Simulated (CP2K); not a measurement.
# GaN (P6_3mc) in CP2K: further runs, part 2 of 2

CP2K 2026.2. Earlier steps stand in the parts before.

**3. Band structure, LDA**

File gan_bands.inp:

```
&GLOBAL
  PROJECT gan_bands
  RUN_TYPE ENERGY_FORCE
  PRINT_LEVEL LOW
&END GLOBAL
&FORCE_EVAL
  METHOD QS
  STRESS_TENSOR ANALYTICAL
  &DFT
    BASIS_SET_FILE_NAME BASIS_MOLOPT_UZH
    POTENTIAL_FILE_NAME GTH_POTENTIALS
    &MGRID
      CUTOFF 450
      REL_CUTOFF 60
      NGRIDS 4
    &END MGRID
    &QS
      METHOD GPW
      EPS_DEFAULT 1.0E-10
    &END QS
    &KPOINTS
      SCHEME MONKHORST-PACK 10 10 5
      GAMMA_CENTERED T
      SYMMETRY T
      SYMMETRY_BACKEND SPGLIB
    &END KPOINTS
    &SCF
      SCF_GUESS ATOMIC
      EPS_SCF 1.0E-6
      MAX_SCF 100
      ADDED_MOS 14
      CHOLESKY OFF
      EPS_EIGVAL 1.0E-7
      &DIAGONALIZATION ON
        ALGORITHM STANDARD
      &END DIAGONALIZATION
      &MIXING ON
        METHOD BROYDEN_MIXING
        ALPHA 0.4
        BETA 1.5
        NBUFFER 8
      &END MIXING
      &SMEAR ON
        METHOD FERMI_DIRAC
        ELECTRONIC_TEMPERATURE [K] 580.226
      &END SMEAR
    &END SCF
    &XC
      &XC_FUNCTIONAL
        &LDA_X
        &END LDA_X
        &LDA_C_PW
        &END LDA_C_PW
      &END XC_FUNCTIONAL
    &END XC
    &PRINT
      &KPOINTS ON
      &END KPOINTS
      &MULLIKEN ON
      &END MULLIKEN
      &MO ON
        ENERGIES T
        OCCUPATION_NUMBERS T
        &EACH
          QS_SCF 0
        &END EACH
        ADD_LAST NUMERIC
      &END MO
      &BAND_STRUCTURE
        FILE_NAME bands.bs
        ADDED_MOS 2
        &KPOINT_SET
          UNITS B_VECTOR
          NPOINTS 6
          SPECIAL_POINT GAMMA 0.00000000 0.00000000 0.00000000
          SPECIAL_POINT M 0.50000000 0.00000000 0.00000000
          SPECIAL_POINT K 0.33333333 0.33333333 0.00000000
          SPECIAL_POINT GAMMA 0.00000000 0.00000000 0.00000000
          SPECIAL_POINT A 0.00000000 0.00000000 0.50000000
          SPECIAL_POINT L 0.50000000 0.00000000 0.50000000
          SPECIAL_POINT H 0.33333333 0.33333333 0.50000000
          SPECIAL_POINT A 0.00000000 0.00000000 0.50000000
        &END KPOINT_SET
        &KPOINT_SET
          UNITS B_VECTOR
          NPOINTS 6
          SPECIAL_POINT L 0.50000000 0.00000000 0.50000000
          SPECIAL_POINT M 0.50000000 0.00000000 0.00000000
        &END KPOINT_SET
        &KPOINT_SET
          UNITS B_VECTOR
          NPOINTS 6
          SPECIAL_POINT K 0.33333333 0.33333333 0.00000000
          SPECIAL_POINT H 0.33333333 0.33333333 0.50000000
        &END KPOINT_SET
      &END BAND_STRUCTURE
    &END PRINT
  &END DFT
  &SUBSYS
    &CELL
      A 3.1800000000 0.0000000000 0.0000000000
      B -1.5900000000 2.7539607840 0.0000000000
      C 0.0000000000 0.0000000000 5.1660000000
      PERIODIC XYZ
    &END CELL
    &COORD
      SCALED
      Ga  0.6666666667 0.3333333333 0.5000000000
      Ga  0.3333333333 0.6666666667 0.0000000000
      N   0.6666666667 0.3333333333 0.8750000000
      N   0.3333333333 0.6666666667 0.3750000000
    &END COORD
    &KIND Ga
      BASIS_SET TZVP-MOLOPT-PBE-GTH-q13
      POTENTIAL GTH-PADE-q13
    &END KIND
    &KIND N
      BASIS_SET TZVP-MOLOPT-PBE-GTH-q5
      POTENTIAL GTH-PADE-q5
    &END KIND
    &PRINT
      &ATOMIC_COORDINATES ON
      &END ATOMIC_COORDINATES
      &CELL ON
      &END CELL
    &END PRINT
  &END SUBSYS
  &PRINT
    &FORCES ON
    &END FORCES
    &STRESS_TENSOR ON
    &END STRESS_TENSOR
  &END PRINT
&END FORCE_EVAL
```

Potentials or basis: GTH_POTENTIALS Ga GTH-PADE-q13, N GTH-PADE-q5; TZVP-MOLOPT-PBE-GTH basis.

On the command line:

```sh
OMP_NUM_THREADS=1 cp2k.psmp -i gan_bands.inp -o gan_bands.out
```

Run time: 1.8 min. Hardware: 1 thread of Arm Neoverse V2, shared host; peak memory 0.48 GiB.

It converged, with:

- Free energy: -4600.2297 eV
- Pressure: -2.0 GPa
- Largest force: 0.125 eV/Å
- Band gap on the k mesh: 1.92 eV, direct
- Band gap along the path: 1.92 eV, direct
- Mulliken charges: Ga +1.26; N -1.26 e

Forces on the atoms (eV/Å):
```
Ga   0.000  0.000 -0.125
Ga   0.000  0.000 -0.125
N    0.000  0.000  0.125
N    0.000  0.000  0.125
```

Stress tensor (GPa, compression positive):
```
-2.81  0.00  0.00
 0.00 -2.81  0.00
 0.00  0.00 -0.48
```

Levels at the corners of the path, in eV from the valence-band top:
| point | band 16 | band 17 | band 18 | band 19 | band 20 | band 21 |
| --- | --- | --- | --- | --- | --- | --- |
| Γ | -0.07 | 0.00 | 0.00 | 1.92 | 4.13 | 9.10 |
| M | -2.89 | -2.35 | -1.04 | 4.92 | 5.49 | 5.96 |
| K | -3.15 | -3.15 | -2.81 | 5.01 | 7.69 | 7.69 |
| Γ | -0.07 | 0.00 | 0.00 | 1.92 | 4.13 | 9.10 |
| A | -0.57 | -0.57 | -0.57 | 4.16 | 4.16 | 8.35 |
| L | -2.04 | -2.00 | -2.00 | 4.29 | 4.29 | 7.69 |
| H | -4.36 | -1.58 | -1.58 | 6.36 | 6.36 | 7.23 |
| A | -0.57 | -0.57 | -0.57 | 4.16 | 4.16 | 8.35 |
| L | -2.04 | -2.00 | -2.00 | 4.29 | 4.29 | 7.69 |
| M | -2.89 | -2.35 | -1.04 | 4.92 | 5.49 | 5.96 |
| K | -3.15 | -3.15 | -2.81 | 5.01 | 7.69 | 7.69 |
| H | -4.36 | -1.58 | -1.58 | 6.36 | 6.36 | 7.23 |

Caveat: Mulliken charges move with the basis; the basis of atomic orbitals isn't converged, which shifts pressures, moduli and gaps.

**4. Band structure, PBEsol**

Changes to gan_bands.inp since step 3:

```diff
@@ -10,3 +10,3 @@
     BASIS_SET_FILE_NAME BASIS_MOLOPT_UZH
-    POTENTIAL_FILE_NAME GTH_POTENTIALS
+    POTENTIAL_FILE_NAME POTENTIAL_UZH
     &MGRID
@@ -14,3 +14,3 @@
       REL_CUTOFF 60
-      NGRIDS 4
+      NGRIDS 5
     &END MGRID
@@ -49,6 +49,6 @@
       &XC_FUNCTIONAL
-        &LDA_X
-        &END LDA_X
-        &LDA_C_PW
-        &END LDA_C_PW
+        &GGA_X_PBE_SOL
+        &END GGA_X_PBE_SOL
+        &GGA_C_PBE_SOL
+        &END GGA_C_PBE_SOL
       &END XC_FUNCTIONAL
@@ -70,6 +70,6 @@
         FILE_NAME bands.bs
-        ADDED_MOS 2
+        ADDED_MOS 6
         &KPOINT_SET
           UNITS B_VECTOR
-          NPOINTS 6
+          NPOINTS 10
           SPECIAL_POINT GAMMA 0.00000000 0.00000000 0.00000000
@@ -85,3 +85,3 @@
           UNITS B_VECTOR
-          NPOINTS 6
+          NPOINTS 10
           SPECIAL_POINT L 0.50000000 0.00000000 0.50000000
@@ -91,3 +91,3 @@
           UNITS B_VECTOR
-          NPOINTS 6
+          NPOINTS 10
           SPECIAL_POINT K 0.33333333 0.33333333 0.00000000
@@ -106,7 +106,6 @@
     &COORD
-      SCALED
-      Ga  0.6666666667 0.3333333333 0.5000000000
-      Ga  0.3333333333 0.6666666667 0.0000000000
-      N   0.6666666667 0.3333333333 0.8750000000
-      N   0.3333333333 0.6666666667 0.3750000000
+      Ga  1.5900000002 0.9179869279 2.5830000000
+      Ga  -0.0000000002 1.8359738561 0.0000000000
+      N   1.5900000002 0.9179869279 4.5202500000
+      N   -0.0000000002 1.8359738561 1.9372500000
     &END COORD
@@ -114,3 +113,3 @@
       BASIS_SET TZVP-MOLOPT-PBE-GTH-q13
-      POTENTIAL GTH-PADE-q13
+      POTENTIAL GTH-PBE-q13
     &END KIND
@@ -118,3 +117,3 @@
       BASIS_SET TZVP-MOLOPT-PBE-GTH-q5
-      POTENTIAL GTH-PADE-q5
+      POTENTIAL GTH-PBE-q5
     &END KIND
```

Potentials or basis: POTENTIAL_UZH Ga GTH-PBE-q13, N GTH-PBE-q5; TZVP-MOLOPT-PBE-GTH basis.

On the command line:

```sh
OMP_NUM_THREADS=1 cp2k.psmp -i gan_bands.inp -o gan_bands.out
```

gan_bands.out:

```text

 CP2K| version string:                                       CP2K version 2026.2
 CP2K| Input file name                                             gan_bands.inp

 GLOBAL| Force Environment number                                              1
 GLOBAL| Basis set file name                                    BASIS_MOLOPT_UZH
 GLOBAL| Potential file name                                       POTENTIAL_UZH
 GLOBAL| MM Potential file name                                     MM_POTENTIAL
 GLOBAL| Coordinate file name                                      __STD_INPUT__
 GLOBAL| Method name                                                        CP2K
 GLOBAL| Project name                                                  gan_bands
 GLOBAL| Run type                                                   ENERGY_FORCE
 GLOBAL| FFT library                                                       FFTW3
[... 6 lines left out ...]
 GLOBAL| Total number of message passing processes                             1
 GLOBAL| Number of threads for this process                                    1
 GLOBAL| CPU model name                                                  UNKNOWN

[... 757 lines left out ...]
 KPOINTS| Special point     1           K     0.333333     0.333333     0.000000
 KPOINTS| Special point     2           H     0.333333     0.333333     0.500000

 ENERGY| Total FORCE_EVAL ( QS ) energy [hartree]           -168.783825531181890

 FORCES| Atomic forces [hartree/bohr]
 FORCES|   Atom     x               y               z               |f|
 FORCES|      1  3.59060824E-06 -2.23069023E-06 -2.13006279E-03   2.13006698E-03
 FORCES|      2 -3.59057579E-06  2.23014948E-06 -2.13006264E-03   2.13006683E-03
 FORCES|      3  8.95316785E-06 -5.23521049E-06  2.48923954E-03   2.48926115E-03
 FORCES|      4 -8.95320496E-06  5.23571083E-06  2.48927078E-03   2.48929239E-03
 FORCES| Sum    -4.66607147E-12 -4.04048043E-11  7.18384902E-04
 FORCES| Total atomic force                                       7.18384902E-04

 STRESS| Analytical stress tensor [bar]
 STRESS|                        x                   y                   z
 STRESS|      x        3.23242938570E+04  -8.07896072543E+01   1.90118387780E-04
 STRESS|      y       -8.07896072543E+01   3.22310976584E+04  -1.29481673852E-02
 STRESS|      z        1.90118387780E-04  -1.29481673852E-02   5.76915477963E+04
 STRESS| 1/3 Trace                                             4.07489797705E+04
 STRESS| Determinant                                           6.01054166793E+13

 STRESS| Eigenvectors and eigenvalues of the analytical stress tensor [bar]
 STRESS|                        1                   2                   3
 STRESS| Eigenvalues   3.21844308474E+04   3.23709606680E+04   5.76915477963E+04
 STRESS|      x           0.500184150373      0.865919058409      0.000000009114
 STRESS|      y           0.865919058409     -0.500184150372     -0.000000508589
 STRESS|      z           0.000000435838     -0.000000262280      1.000000000000
```

bands.bs:

```text
# Set 1: 8 special points, 71 k-points, 38 bands
#  Special point 1          0.00000000     0.00000000     0.00000000  GAMMA
#  Special point 2          0.50000000     0.00000000     0.00000000  M
#  Special point 3          0.33333333     0.33333333     0.00000000  K
#  Special point 4          0.00000000     0.00000000     0.00000000  GAMMA
#  Special point 5          0.00000000     0.00000000     0.50000000  A
#  Special point 6          0.50000000     0.00000000     0.50000000  L
#  Special point 7          0.33333333     0.33333333     0.50000000  H
#  Special point 8          0.00000000     0.00000000     0.50000000  A
#  Point 1      Spin 1:     0.00000000     0.00000000     0.00000000       0.01408451
#   Band    Energy [eV]     Occupation
       1   -10.15618382     2.00000000
       2    -9.13512085     2.00000000
       3    -7.43734581     2.00000000
       4    -7.41734676     2.00000000
       5    -7.41733599     2.00000000
       6    -7.35028238     2.00000000
[... 30 lines left out ...]
      37    33.87616536     0.00000000
      38    35.13322932     0.00000000
#  Point 2      Spin 1:     0.05000000     0.00000000     0.00000000       0.01408451
#   Band    Energy [eV]     Occupation
[... 1403 lines left out ...]
       4    -7.41055140     2.00000000
       5    -7.37081945     2.00000000
       6    -7.37079384     2.00000000
[... 27 lines left out ...]
      34    28.98233042     0.00000000
      35    28.98266183     0.00000000
      36    29.99286063
```

Wall time 2 min (1 thread of Arm Neoverse V2, shared host); peak memory 0.5 GiB.

What came out:

* Free energy: -4592.8415 eV
* Pressure: 4.1 GPa
* Largest force: 0.128 eV/Å
* Band gap on the k mesh: 1.83 eV, direct
* Band gap along the path: 1.83 eV, direct
* Mulliken charges: Ga +1.15; N -1.15 e

Forces in eV/Å, atoms in the order of the input:
```
Ga   0.000  0.000 -0.110
Ga   0.000  0.000 -0.110
N    0.000  0.000  0.128
N    0.000  0.000  0.128
```

Stress tensor (GPa, compression positive):
```
 3.23 -0.01  0.00
-0.01  3.22  0.00
 0.00  0.00  5.77
```

Levels at the corners of the path, in eV from the valence-band top:
```
point  band 14  band 15  band 16  band 17  band 18  band 19  band 20  band 21  band 22  band 23
    Γ    -1.11    -1.11    -0.07     0.00     0.00     1.83     4.12     9.15     9.73     9.73
    M    -5.43    -4.41    -2.89    -2.36    -1.04     4.91     5.48     5.96     8.57    10.28
    K    -5.50    -5.50    -3.15    -3.15    -2.81     4.98     7.76     7.76     8.36     9.87
    Γ    -1.11    -1.11    -0.07     0.00     0.00     1.83     4.12     9.15     9.73     9.73
    A    -3.97    -0.57    -0.57    -0.57    -0.57     4.14     4.14     8.40     8.40    10.28
    L    -6.81    -2.04    -2.04    -2.00    -2.00     4.26     4.26     7.73     7.73     9.91
    H    -6.36    -4.37    -4.37    -1.58    -1.58     6.35     6.35     7.23     7.23     8.99
    A    -3.97    -0.57    -0.57    -0.57    -0.57     4.14     4.14     8.40     8.40    10.28
    L    -6.81    -2.04    -2.04    -2.00    -2.00     4.26     4.26     7.73     7.73     9.91
    M    -5.43    -4.41    -2.89    -2.36    -1.04     4.91     5.48     5.96     8.57    10.28
    K    -5.50    -5.50    -3.15    -3.15    -2.81     4.98     7.76     7.76     8.36     9.87
    H    -6.36    -4.37    -4.37    -1.58    -1.58     6.35     6.35     7.23     7.23     8.99
```

Caveat: Mulliken charges move with the basis; the potentials were made for another functional, which shifts forces and pressure; the basis of atomic orbitals isn't converged, which shifts pressures, moduli and gaps.

**5. Band structure, RPBE**

Changes to gan_bands.inp since step 4:

```diff
@@ -14,3 +14,3 @@
       REL_CUTOFF 60
-      NGRIDS 5
+      NGRIDS 4
     &END MGRID
@@ -44,3 +44,3 @@
         METHOD FERMI_DIRAC
-        ELECTRONIC_TEMPERATURE [K] 580.226
+        ELECTRONIC_TEMPERATURE 580.23
       &END SMEAR
@@ -49,6 +49,6 @@
       &XC_FUNCTIONAL
-        &GGA_X_PBE_SOL
-        &END GGA_X_PBE_SOL
-        &GGA_C_PBE_SOL
-        &END GGA_C_PBE_SOL
+        &GGA_X_RPBE
+        &END GGA_X_RPBE
+        &GGA_C_PBE
+        &END GGA_C_PBE
       &END XC_FUNCTIONAL
@@ -70,6 +70,6 @@
         FILE_NAME bands.bs
-        ADDED_MOS 6
+        ADDED_MOS 4
         &KPOINT_SET
           UNITS B_VECTOR
-          NPOINTS 10
+          NPOINTS 6
           SPECIAL_POINT GAMMA 0.00000000 0.00000000 0.00000000
@@ -85,3 +85,3 @@
           UNITS B_VECTOR
-          NPOINTS 10
+          NPOINTS 6
           SPECIAL_POINT L 0.50000000 0.00000000 0.50000000
@@ -91,3 +91,3 @@
           UNITS B_VECTOR
-          NPOINTS 10
+          NPOINTS 6
           SPECIAL_POINT K 0.33333333 0.33333333 0.00000000
@@ -106,6 +106,7 @@
     &COORD
-      Ga  1.5900000002 0.9179869279 2.5830000000
-      Ga  -0.0000000002 1.8359738561 0.0000000000
-      N   1.5900000002 0.9179869279 4.5202500000
-      N   -0.0000000002 1.8359738561 1.9372500000
+      SCALED
+      Ga  0.6666666667 0.3333333333 0.5000000000
+      Ga  0.3333333333 0.6666666667 0.0000000000
+      N   0.6666666667 0.3333333333 0.8750000000
+      N   0.3333333333 0.6666666667 0.3750000000
     &END COORD
```

On the command line:

```sh
OMP_NUM_THREADS=1 cp2k.psmp -i gan_bands.inp -o gan_bands.out
```

Run time: 2 min. Hardware: 1 thread of Arm Neoverse V2, shared host; peak memory 0.49 GiB.

The run converged. Its results:

* Free energy: -4605.5692 eV
* Pressure: 12.2 GPa
* Band gap on the k mesh: 2.03 eV, direct
* Band gap along the path: 2.03 eV, direct
* Mulliken charges: Ga +1.28; N -1.28 e

Stress tensor (GPa, compression positive):
```
11.22 -0.05  0.00
-0.05 11.15  0.00
 0.00  0.00 14.17
```

Levels at the corners of the path, in eV from the valence-band top:
```csv
point,band 14,band 15,band 16,band 17,band 18,band 19,band 20,band 21,band 22,band 23
Γ,-1.08,-1.08,-0.06,0.00,0.00,2.03,4.36,9.34,9.98,9.98
M,-5.31,-4.29,-2.81,-2.27,-1.01,5.20,5.68,6.19,8.72,10.50
K,-5.37,-5.34,-3.06,-3.06,-2.73,5.27,7.91,7.91,8.58,10.06
Γ,-1.08,-1.08,-0.06,0.00,0.00,2.03,4.36,9.34,9.98,9.98
A,-3.88,-0.55,-0.55,-0.55,-0.55,4.34,4.34,8.63,8.63,10.52
L,-6.65,-1.98,-1.98,-1.95,-1.95,4.52,4.52,7.94,7.94,10.13
H,-6.21,-4.23,-4.23,-1.53,-1.53,6.58,6.58,7.46,7.46,9.15
A,-3.88,-0.55,-0.55,-0.55,-0.55,4.34,4.34,8.63,8.63,10.52
L,-6.65,-1.98,-1.98,-1.95,-1.95,4.52,4.52,7.94,7.94,10.13
M,-5.31,-4.29,-2.81,-2.27,-1.01,5.20,5.68,6.19,8.72,10.50
K,-5.37,-5.34,-3.06,-3.06,-2.73,5.27,7.91,7.91,8.58,10.06
H,-6.21,-4.23,-4.23,-1.53,-1.53,6.58,6.58,7.46,7.46,9.15
```

Caveat: the forces don't sum to zero, a sign of grid noise; Mulliken charges move with the basis; the potentials were made for another functional, which shifts forces and pressure; the basis of atomic orbitals isn't converged, which shifts pressures, moduli and gaps.

**6. Summary**

| level | potentials or basis | NGRIDS | points a segment of the path (NPOINTS) | bands added on the path | gap on the mesh (eV) | pressure (GPa) | largest force (eV/Å) |
| --- | --- | --- | --- | --- | --- | --- | --- |
| PBE | POTENTIAL_UZH Ga GTH-PBE-q13, N GTH-PBE-q5; TZVP-MOLOPT-PBE-GTH basis | 4 | 8 | 2 | 1.94 | 9.4 | - |
| LDA | GTH_POTENTIALS Ga GTH-PADE-q13, N GTH-PADE-q5; TZVP-MOLOPT-PBE-GTH basis | 4 | 6 | 2 | 1.92 | -2.0 | 0.12 |
| PBEsol | POTENTIAL_UZH Ga GTH-PBE-q13, N GTH-PBE-q5; TZVP-MOLOPT-PBE-GTH basis | 5 | 10 | 6 | 1.83 | 4.1 | 0.13 |
| RPBE | POTENTIAL_UZH Ga GTH-PBE-q13, N GTH-PBE-q5; TZVP-MOLOPT-PBE-GTH basis | 4 | 6 | 4 | 2.03 | 12.2 | - |

Alike in all rows: task band structure; no spin polarisation; cell as given; k mesh 10 × 10 × 5; smearing fermi-dirac 0.05 eV.

Caveats: the basis of atomic orbitals isn't converged, which shifts pressures, moduli and gaps; the forces don't sum to zero, a sign of grid noise (some runs); the potentials were made for another functional, which shifts forces and pressure (some runs).

Total energies depend on the potentials used, so only differences within one code and one set of settings carry meaning.

**7. Against experiment**

Step 2. Against the measured gap of GaN, 3.503 eV (direct; quoted in “Studying electronic properties in GaN without electrical contacts using γ-γ vs e−-γ Perturbed Angular Correlations”, 2019, pmc:6823545), the calculated 1.94 eV is off by -1.56 eV. Spin-orbit coupling on Ga is left out. The value is that of PBE in an atomic basis (POTENTIAL_UZH Ga GTH-PBE-q13, N GTH-PBE-q5; TZVP-MOLOPT-PBE-GTH basis), whose error adds to the functional's,, without temperature or zero-point motion. Semilocal functionals fall short of measured gaps as a rule.

Step 3. A measured gap of GaN is 3.503 eV (direct; quoted in “Studying electronic properties in GaN without electrical contacts using γ-γ vs e−-γ Perturbed Angular Correlations”, 2019, pmc:6823545); the calculated 1.92 eV misses it by -1.58 eV. Spin-orbit coupling on Ga is left out. The value is that of LDA in an atomic basis (GTH_POTENTIALS Ga GTH-PADE-q13, N GTH-PADE-q5; TZVP-MOLOPT-PBE-GTH basis), whose error adds to the functional's,, without temperature or zero-point motion. Semilocal functionals fall short of measured gaps as a rule.

Step 4. A measured gap of GaN is 3.503 eV (direct; quoted in “Studying electronic properties in GaN without electrical contacts using γ-γ vs e−-γ Perturbed Angular Correlations”, 2019, pmc:6823545); the calculated 1.83 eV misses it by -1.67 eV. Spin-orbit coupling on Ga is left out. The value is that of PBEsol in an atomic basis (POTENTIAL_UZH Ga GTH-PBE-q13, N GTH-PBE-q5; TZVP-MOLOPT-PBE-GTH basis), whose error adds to the functional's,, without temperature or zero-point motion. Semilocal functionals fall short of measured gaps as a rule.

Step 5. Measured gap of GaN: 3.503 eV (direct; quoted in “Studying electronic properties in GaN without electrical contacts using γ-γ vs e−-γ Perturbed Angular Correlations”, 2019, pmc:6823545). This calculation gives 2.03 eV (-1.47 eV). Spin-orbit coupling on Ga is left out. The value is that of RPBE in an atomic basis (POTENTIAL_UZH Ga GTH-PBE-q13, N GTH-PBE-q5; TZVP-MOLOPT-PBE-GTH basis), whose error adds to the functional's,, without temperature or zero-point motion. Semilocal functionals fall short of measured gaps as a rule.
